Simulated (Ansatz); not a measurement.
# TiO2 (I4_1/amd): the host for defect calculations

Before any defect goes in: TiO2 (I4_1/amd) at rest, and how it screens a charge.

Main program and level: Ansatz 0.2.0; plane-wave PAW DFT, r2SCAN; relaxation of the host's cell and atoms; PAW set soft_1, in the first sound run; inputs show where later runs differ.

**Measured values to reproduce.**

“Preparation of hydrogen, fluorine and chlorine doped and co-doped titanium dioxide photocatalysts: a theoretical and experimental approach” (2021, pmc:7952686) quotes from earlier work for TiO2, anatase (single crystal, quoted from earlier work): lattice constant a (a = b, tetragonal cell) 3.782 Å [literature value quoted in the paper's theory part]; lattice constant c (c, tetragonal cell) 9.502 Å [literature value quoted in the paper's theory part].

“Part I: determination of a structure/property transformation mechanism responsible for changes in the point of zero change of anatase titania with decreasing particle size” (2024, pmc:11477903) reports for TiO2, anatase, by UV-VIS-NIR reflection spectroscopy (commercial powder, mean particle diameter 126 nm, hand pressed, 300 K): band gap (indirect optical gap from reflection cut-off wavelength, 126 nm …) 3.293 eV [Gap from reflection cut-off wavelength, not a Tauc fit; hand-pressed powder; same powder …].

## 1. Set-up

It takes space group I4_1/amd (No. 141, tetragonal). Conventional cell: a = 3.783 Å, b = 3.783 Å, c = 9.615 Å, α = 90.00°, β = 90.00°, γ = 90.00°. Nearest to Ti lie 6 O at 1.94 to 1.99 Å. O has 3 Ti at 1.94 to 1.99 Å nearest. Farther neighbours and most contacts between anions are not listed.

## 2. Host cell relaxation

Cell and atoms are relaxed together, until forces and stress fall under their thresholds.

Input file cell/input.yaml:

```yaml
crystal:
  lattice:
    - [-1.8912698, 1.8912698, 4.8075108]
    - [1.8912698, -1.8912698, 4.8075108]
    - [1.8912698, 1.8912698, -4.8075108]
  atoms:
    - { symbol: Ti, position: [0.0, 0.0, 0.0] }
    - { symbol: Ti, position: [0.75, 0.25, 0.5] }
    - { symbol: O, position: [0.95715212, 0.45715212, 0.5] }
    - { symbol: O, position: [0.20715212, 0.20715212, 0.0] }
    - { symbol: O, position: [0.54284788, 0.04284788, 0.5] }
    - { symbol: O, position: [0.79284788, 0.79284788, 0.0] }
basis:
  ecutwfc: 500
  xc_grid: 2
hamiltonian:
  xc: r2scan
  pseudopotentials: { kind: paw, azcp: { folder: soft_1 } }
kpoints:
  mp_grid: { grid: [10, 10, 10] }
scf:
  occupations: { method: fixed }
  max_iter: 100
relax:
  f_tol: 0.005
  max_steps: 60
  cell: {}
output:
  forces: true
  stress: true
checkpoint:
  write: "../cell.run"
  compress: false
  write_wavefunctions: false
  write_every: 100000
```

Started as:

```bash
> ansatz run input.yaml --threads 32 --pin off --max-ram 56524MiB --backend cuda --events-out ev --progress --plain --runs-dir out --max-vram 78GiB
```

Numbers of over 12 decimals in the logs are rounded to 6 here.

Output:

```text
[...]
Engine: ansatz 0.2.0, aarch64-unknown-linux-gnu
[...]
Pseudopotential: Ti, paw, valence charge 12, recommended cutoff 500 eV (meta_gga), soft_1/Ti.paw.azcp
Pseudopotential: O, paw, valence charge 6, recommended cutoff 500 eV (meta_gga), soft_1/O.paw.azcp
Functional definition: r2SCAN
[...]
Crystal: 6 atoms, lattice volume = 68.784 Å³
Basis set: ecut = 500 eV, 1701 PW (Γ), FFT grids on a1+a3, a2+a3, a3, exchange–correlation on 60×60×90 points (8 copies of the dense FFT grid, shifted against one another)
Bands: 30, of which v1, the nominal top of the filled ones, is band 24 counted from 1 (23 counted from 0)
[...]
Space group: I41/amd (ITA 141), of the structure as read, at distance tolerance 4.1e-5 Å
k-points: 102 of 1000
[...]
Functional: x = r2scan, c = r2scan; τ floored in thin density (d = 2e-4 eV/Å³)
[...]
SCF 4 converged in 5 iterations: F = -7292.659339 eV  dr2 = 4.15e-12
relax step   4: F+E_penalty+E_count = -7292.65933929 eV  Δ(F+E_penalty+E_count) = +2.852e-4 eV  max|allowed force component| = 1.572e-3 eV/Å  Δτ_max = 0.0000 Å  P = +0.011 GPa  Ω = 68.434 Å³  stress o [...]
basis re-selected at this cell: Δ(F+E_penalty+E_count) = +2.852e-4 eV, ΔP = +0.002 GPa vs the last step (what re-selecting the basis moved, of the pressure what is left beyond the Pulay correction tha [...]
SCF converged after 5 iterations
Free energy (F): -7292.659339 eV
[...]
Fermi energy:    6.819322 eV
--- Per-component energies (eV) ---
[...]
--- Forces (eV/Å), atoms counted from 1 ---
[...]
--- Stress (GPa, compression-positive) ---
        0.037964       0.000000      -0.000000
        0.000000       0.037964      -0.000000
        0.000000       0.000000      -0.042601
  P = ⅓ Tr σ = 0.0111 GPa (0.111 kbar)
--- Band table (eV; the first three rows and the last of 102) ---
[...]
--- Relaxed structure (3 steps of the walk, 3 accepted, 1 SCFs on fresh bases) ---
[...]
```

Wall time 2.9 s (1 × NVIDIA GB200 with 32 threads of Arm Neoverse V2, shared host); peak memory 1.1 GiB; 13 s of CPU time.

The steps of the relaxation:

```csv
step,energy less that of the first step (eV),largest force component (eV/Å),pressure (GPa),volume (Å³)
1,0.0000,0.0405,-1.14,68.78
2,-0.0014,0.0149,-0.33,68.54
3,-0.0016,0.0016,0.01,68.43
4*,-0.0013,0.0016,0.01,68.43
```

Relaxation steps marked * repeat the geometry before them on a plane-wave basis chosen anew for their cell, so energy and pressure can jump there.

```csv
"conventional cell, symmetrised",before,after,change
a (Å),3.783,3.777,-0.1 %
b (Å),3.783,3.777,-0.1 %
c (Å),9.615,9.593,-0.2 %
volume (Å³/atom),11.46,11.41,-0.5 %
```

Final coordinates:

```xyz
6
Lattice="-1.8886 1.8886 4.7965 1.8886 -1.8886 4.7965 1.8886 1.8886 -4.7965" Properties=species:S:1:pos:R:3 pbc="T T T"
Ti    0.0000    0.0000    0.0000
Ti    0.0000    1.8886    2.3983
O     0.0000    1.8886    4.3856
O     0.0000    0.0000    1.9873
O     0.0000    1.8886    0.4110
O     0.0000    0.0000    7.6058
```

This step gave:

| Item | Value |
| --- | --- |
| pressure | 0.01111 GPa |

The relaxation ends with a largest force component of 0.0016 eV/Å and a pressure of 0.01 GPa.

## 3. Dielectric tensors of the host

The response to a uniform electric field gives the electronic dielectric tensor.

This step: plane-wave PAW DFPT, PBEsol; dielectric tensors, Born charges and zone-centre modes of the host; PAW set soft_1 (Ansatz 0.2.0).

Input file eps/input.yaml:

```yaml
crystal:
  lattice:
    - [-1.8886139071, 1.8886139071, 4.7965469208]
    - [1.8886139071, -1.8886139071, 4.7965469208]
    - [1.8886139071, 1.8886139071, -4.7965469208]
  atoms:
    - { symbol: Ti, position: [0.0, 0.0, 0.0] }
    - { symbol: Ti, position: [0.75, 0.25, 0.5] }
    - { symbol: O, position: [0.9571603797, 0.4571603797, 0.5] }
    - { symbol: O, position: [0.2071603797, 0.2071603797, 0.0] }
    - { symbol: O, position: [0.5428396203, 0.0428396203, 0.5] }
    - { symbol: O, position: [0.7928396203, 0.7928396203, 0.0] }
basis:
  ecutwfc: 420
hamiltonian:
  xc: pbesol
  pseudopotentials: { kind: paw, azcp: { folder: soft_1 }, xc_functional: pbe }
kpoints:
  mp_grid: { grid: [9, 9, 9] }
scf:
  occupations: { method: fixed }
  max_iter: 100
phonons:
  method: dfpt
  dielectric: true
  rigid_motions: translations
```

Output:

```text
[...]
Crystal: 6 atoms, lattice volume = 68.434 Å³
Basis set: ecut = 420 eV, 1317 PW (Γ), exchange–correlation on 80×80×80 points (8 copies of the dense FFT grid, shifted against one another)
Bands: 30, of which v1, the nominal top of the filled ones, is band 24 counted from 1 (23 counted from 0)
[...]
k-points: 365 of 729 (irreducible under 1 space group operation, time reversal used)
[...]
SCF iter   1: F=—  HF=-7200.070294 eV  |F-HF|=—  |Δ(HF+E_count)|=         —  Δρ=5.36e-2  dr2=2.13e0  ethr=3.10e-3  ⟨swp⟩=4.1  Hψ=35877  notcnv=0  defer=763
[...]
SCF iter   2: F=—  HF=-7199.817006 eV  |F-HF|=—  |Δ(HF+E_count)|=   2.53e-1  Δρ=4.31e-2  dr2=8.65e-1  ethr=3.10e-3  ⟨swp⟩=2.0  Hψ=20944  notcnv=0  defer=734
[...]
SCF iter  10: F=-7199.750091 eV  HF=-7199.750091 eV  |F-HF|=9.09e-12  |Δ(HF+E_count)|=   1.81e-9  Δρ=3.41e-7  dr2=4.62e-11  ethr=1.00e-12  ⟨swp⟩=10.4  Hψ=71048  notcnv=0
SCF 1 converged in 10 iterations: F = -7199.750091 eV  dr2 = 4.62e-11
[...]
SCF 1 converged in 4 iterations: F = -7199.733379 eV  dr2 = 5.93e-8
[...]
SCF converged after 10 iterations
[...]
--- Phonons (Γ-DFPT): 5 representative perturbations + reference (Σ response iterations 29) ---
  k mesh reduced under 1 symmetry operation, with k and −k counted as one. Each operation leaves every solved perturbation unchanged. A smaller set is not considered because the run solves the response to a homogeneous field
  ASR residual: 1.648e-4 → 0.000e0 eV/Å²; symmetrization residual: 3.228e-10 eV/Å²
  ASR residual per site (eV/Å²): 1.65e-4 1.65e-4 1.27e-4 1.27e-4 1.27e-4 1.27e-4
  Γ frequencies (cm⁻¹): 0.00 0.00 0.00 127.71 127.71 172.10 172.10 223.19 223.19 321.15 368.24 408.82 408.82 484.96 506.99 532.79 610.92 610.92
  ε∞ (high-frequency dielectric tensor):
        6.863646     0.000000    -0.000000
        0.000000     6.863646    -0.000000
       -0.000000    -0.000000     6.300011
  ε⁰ (static dielectric tensor: ions relaxed, cell fixed):
       65.678789     0.000000    -0.000000
        0.000000    65.678789    -0.000000
       -0.000000    -0.000000    30.221433
  ε⁰ − ε∞ (ionic part):
       58.815143     0.000000    -0.000000
        0.000000    58.815143    -0.000000
       -0.000000    -0.000000    23.921423
  softest optical mode at Γ: 127.71 cm⁻¹; the repairs (sum rule, projections) moved no ω² at Γ by more than (1.47 cm⁻¹)²
  Born effective charges Z* (e; rows j = field, columns β = displacement):
    site 0:
         6.54303    0.00000    0.00000
         0.00000    6.54303    0.00000
         0.00000   -0.00000    5.73606
    site 1:
         6.54303   -0.00000   -0.00000
        -0.00000    6.54303    0.00000
         0.00000    0.00000    5.73606
    site 2:
        -5.43404   -0.00000   -0.00000
         0.00000   -1.10899   -0.00000
         0.00000    0.00000   -2.86803
    site 3:
        -1.10899    0.00000   -0.00000
         0.00000   -5.43404   -0.00000
        -0.00000    0.00000   -2.86803
    site 4:
        -1.10899    0.00000    0.00000
         0.00000   -5.43404   -0.00000
        -0.00000   -0.00000   -2.86803
    site 5:
        -5.43404   -0.00000   -0.00000
         0.00000   -1.10899    0.00000
         0.00000   -0.00000   -2.86803
  Z* charge neutrality: 5.664e-3 e pre-enforcement
  solved inside a basis spanned on kpoints, on 10×10×10 k-points, its susceptibility summed on 10×10×14: ε∞ is read to err by 2.2e-2, Z* by 2.4e-2 e (field_mesh: kpoints solves on kpoints); Z* is corrected for what the basis lacks
  optical modes at Γ without the LO–TO term, one row a degenerate level:
      ω (cm⁻¹)  modes    IR ((D/Å)²/amu)
        127.71      2             0.0000
        172.10      2             0.0000
        223.19      2           157.4636
        321.15      1            79.1621
        368.24      1             0.0000
        408.82      2           102.4900
        484.96      1             0.0000
        506.99      1             0.0000
        532.79      1             0.0000
        610.92      2             0.0000
  optical modes at Γ + LO–TO along q̂ = [1.0000, 0.0000, 0.0000]:
      ω (cm⁻¹)  modes    IR ((D/Å)²/amu)
        127.71      2             0.0000
        172.10      2             0.0000
        223.19      1            78.7318
[...]
optical modes at Γ + LO–TO along q̂ = [0.0000, 1.0000, 0.0000]:
      ω (cm⁻¹)  modes    IR ((D/Å)²/amu)
[...]
610.92      2             0.0000
        831.88      1           128.6800
  optical modes at Γ + LO–TO along q̂ = [0.0000, 0.0000, 1.0000]:
      ω (cm⁻¹)  modes    IR ((D/Å)²/amu)
        127.71      2             0.0000
        172.10      2             0.0000
        223.19      2           157.4636
        368.24      1             0.0000
        408.82      2           102.4900
        484.96      1             0.0000
        506.99      1             0.0000
        532.79      1             0.0000
        610.92      2             0.0000
        703.39      1            79.1621
[...]
```

Elapsed: 20 s, on 1 × NVIDIA GB200 with 32 threads; peak memory 3.7 GiB.

Electronic dielectric tensor:

```
6.86 0.00 0.00
0.00 6.86 0.00
0.00 0.00 6.30
```

Static dielectric tensor:

```
65.68  0.00  0.00
 0.00 65.68  0.00
 0.00  0.00 30.22
```

The principal values of the electronic dielectric tensor are 6.30, 6.86 and 6.86. The principal values of the static dielectric tensor are 30.22, 65.68 and 65.68.

## 4. Primitive cell on a dense mesh

A dense mesh gives the host's converged energy, against which the supercell's sampling is tested.

This step: plane-wave PAW DFT, r2SCAN; single point of the host's primitive cell on a dense mesh; PAW set soft_1 (Ansatz 0.2.0).

Input file dense/input.yaml:

```yaml
crystal:
  lattice:
    - [-1.8886139071, 1.8886139071, 4.7965469208]
    - [1.8886139071, -1.8886139071, 4.7965469208]
    - [1.8886139071, 1.8886139071, -4.7965469208]
  atoms:
    - { symbol: Ti, position: [0.0, 0.0, 0.0] }
    - { symbol: Ti, position: [0.75, 0.25, 0.5] }
    - { symbol: O, position: [0.9571603797, 0.4571603797, 0.5] }
    - { symbol: O, position: [0.2071603797, 0.2071603797, 0.0] }
    - { symbol: O, position: [0.5428396203, 0.0428396203, 0.5] }
    - { symbol: O, position: [0.7928396203, 0.7928396203, 0.0] }
basis:
  ecutwfc: 500
  xc_grid: 2
hamiltonian:
  xc: r2scan
  pseudopotentials: { kind: paw, azcp: { folder: soft_1 } }
kpoints:
  mp_grid: { grid: [10, 10, 10] }
scf:
  occupations: { method: fermi_dirac, width: 0.01 }
  max_iter: 80
```

Output:

```text
[...]
Crystal: 6 atoms, lattice volume = 68.434 Å³
Basis set: ecut = 500 eV, 1693 PW (Γ), FFT grids on a1+a3, a2+a3, a3, exchange–correlation on 60×60×90 points (8 copies of the dense FFT grid, shifted against one another)
Bands: 30, of which v1, the nominal top of the filled ones, is band 24 counted from 1 (23 counted from 0)
[...]
k-points: 102 of 1000
[...]
SCF iter   2: F=—  HF=-7293.200930 eV  |F-HF|=—  |Δ(HF+E_count)|=   3.98e-1  Δρ=8.60e-2  dr2=4.23e0  dr2_τ=5.18e-1  ethr=3.10e-3  ⟨swp⟩=3.1  Hψ=6585  notcnv=0  defer=204
[...]
automatic band count: iteration 4 solves 28 bands in place of 30: the levels show a gap, and the empty bands left out lie too high to hold charge; the band table lists the bands solved (type scf.n_ext [...]
[...]
SCF iter   7: F=—  HF=-7292.659340 eV  |F-HF|=—  |Δ(HF+E_count)|=   1.65e-4  Δρ=6.51e-5  dr2=2.07e-6  dr2_τ=1.41e-7  ethr=8.46e-8  ⟨swp⟩=2.0  Hψ=3831  notcnv=0
SCF iter   8: F=-7292.659339 eV  HF=-7292.659339 eV  |F-HF|=4.11e-9  |Δ(HF+E_count)|=   2.54e-7  Δρ=6.29e-6  dr2=1.33e-8  dr2_τ=2.66e-9  ethr=2.08e-10  ⟨swp⟩=1.1  Hψ=9158  notcnv=0
SCF 1 converged in 8 iterations: F = -7292.659339 eV  dr2 = 1.33e-8
[...]
SCF converged after 8 iterations
Free energy (F): -7292.659339 eV
[...]
Fermi energy:    8.101250 eV
[...]
```

It took 1.4 s on 1 × NVIDIA GB200 with 32 threads; peak memory 1.1 GiB; 3.5 s of CPU time.

## 5. Self-consistent run

This step: plane-wave PAW DFT, r2SCAN; single point of the defect-free supercell, a test of its k-points; PAW set soft_1 (Ansatz 0.2.0).

System of this step: TiO2 (I4_1/amd). The cell holds 96 atoms: 32 Ti and 64 O. Its edges and angles: a = 10.684 Å, b = 10.684 Å, c = 9.593 Å, α = 90.0°, β = 90.0°, γ = 90.0°.

Input file pristine.sampling/input.yaml:

```yaml
crystal:
  lattice:
    - [7.5544556283, 7.5544556283, 0.0]
    - [-7.5544556283, 7.5544556283, 0.0]
    - [0.0, 0.0, 9.5930938415]
  atoms:
    - { symbol: Ti, position: [0.0, 0.0, 0.0] }
    - { symbol: Ti, position: [0.0, 0.25, 0.5] }
    - { symbol: Ti, position: [0.25, 0.0, 0.5] }
    - { symbol: Ti, position: [0.25, 0.25, 0.0] }
    - { symbol: Ti, position: [0.125, 0.125, 0.25] }
    - { symbol: Ti, position: [0.125, 0.375, 0.75] }
    - { symbol: Ti, position: [0.375, 0.125, 0.75] }
    - { symbol: Ti, position: [0.375, 0.375, 0.25] }
    - { symbol: O, position: [0.125, 0.125, 0.4571603797] }
    - { symbol: O, position: [0.125, 0.375, 0.9571603797] }
    - { symbol: O, position: [0.375, 0.125, 0.9571603797] }
    - { symbol: O, position: [0.375, 0.375, 0.4571603797] }
    - { symbol: O, position: [0.0, 0.0, 0.2071603797] }
    - { symbol: O, position: [0.0, 0.25, 0.7071603797] }
    - { symbol: O, position: [0.25, 0.0, 0.7071603797] }
    - { symbol: O, position: [0.25, 0.25, 0.2071603797] }
    - { symbol: O, position: [0.125, 0.125, 0.0428396203] }
    - { symbol: O, position: [0.125, 0.375, 0.5428396203] }
    - { symbol: O, position: [0.375, 0.125, 0.5428396203] }
    - { symbol: O, position: [0.375, 0.375, 0.0428396203] }
    - { symbol: O, position: [0.0, 0.0, 0.7928396203] }
    - { symbol: O, position: [0.0, 0.25, 0.2928396203] }
    - { symbol: O, position: [0.25, 0.0, 0.2928396203] }
    - { symbol: O, position: [0.25, 0.25, 0.7928396203] }
    - { symbol: Ti, position: [0.0, 0.5, 0.0] }
    - { symbol: Ti, position: [0.0, 0.75, 0.5] }
    - { symbol: Ti, position: [0.25, 0.5, 0.5] }
    - { symbol: Ti, position: [0.25, 0.75, 0.0] }
    - { symbol: Ti, position: [0.125, 0.625, 0.25] }
    - { symbol: Ti, position: [0.125, 0.875, 0.75] }
[... 60 atom lines left out ...]
    - { symbol: O, position: [0.875, 0.625, 0.5428396203] }
    - { symbol: O, position: [0.875, 0.875, 0.0428396203] }
    - { symbol: O, position: [0.5, 0.5, 0.7928396203] }
    - { symbol: O, position: [0.5, 0.75, 0.2928396203] }
    - { symbol: O, position: [0.75, 0.5, 0.2928396203] }
    - { symbol: O, position: [0.75, 0.75, 0.7928396203] }
basis:
  ecutwfc: 500
  xc_grid: 2
hamiltonian:
  xc: r2scan
  pseudopotentials: { kind: paw, azcp: { folder: soft_1 } }
kpoints:
  mp_grid: { grid: [1, 1, 1], shift: [0.25, 0.25, 0.25] }
scf:
  occupations: { method: fermi_dirac, width: 0.01 }
  max_iter: 80
```

Output:

```text
[...]
Crystal: 96 atoms, lattice volume = 1094.952 Å³
Basis set: ecut = 500 eV, 27819 PW (Γ), exchange–correlation on 160×160×144 points (8 copies of the dense FFT grid, shifted against one another)
Bands: 480, of which v1, the nominal top of the filled ones, is band 384 counted from 1 (383 counted from 0)
[...]
k-points: 1
[...]
SCF iter   2: F=—  HF=-116681.610613 eV  |F-HF|=—  |Δ(HF+E_count)|=    3.26e0  Δρ=4.12e-2  dr2=1.44e1  dr2_τ=2.74e0  ethr=3.10e-3  ⟨swp⟩=2.0  Hψ=812  notcnv=0  defer=92
[...]
SCF iter   8: F=—  HF=-116682.550105 eV  |F-HF|=—  |Δ(HF+E_count)|=   4.80e-3  Δρ=4.41e-5  dr2=1.64e-5  dr2_τ=1.75e-6  ethr=8.46e-8  ⟨swp⟩=2.0  Hψ=647  notcnv=0  defer=53
SCF iter   9: F=-116682.550112 eV  HF=-116682.550112 eV  |F-HF|=3.57e-7  |Δ(HF+E_count)|=   7.00e-6  Δρ=6.58e-6  dr2=4.51e-7  dr2_τ=1.99e-8  ethr=1.30e-10  ⟨swp⟩=2.0  Hψ=1127  notcnv=0
SCF 1 converged in 9 iterations: F = -116682.550112 eV  dr2 = 4.51e-7
[...]
SCF converged after 9 iterations
Free energy (F): -116682.550112 eV
[...]
Fermi energy:    8.218737 eV
[...]
```

The job ended after 1.8 s (1 × NVIDIA GB200 with 32 threads; peak memory 1.5 GiB; 3.7 s of CPU time).

Numbers from this step:

```
energy over dense mesh : -7.12e-6 eV/atom
```

(Part 1 of 2 ends here.)

[Logs are printed without paths, hosts, clocks, repeated set-up lines and the standing remarks that a program may print on its own settings, such as how far it seeks lower states.]

[Hosts, paths, dates, database ids (printed as entryN), source tags and the programs' standing remarks are cut or masked in the printed files.]

[Runs of the host that timed out are not shown.]

[For some hosts the program warned that the k-mesh of the response run may be too coarse for force constants and the static dielectric constant; such warnings are not always shown.]
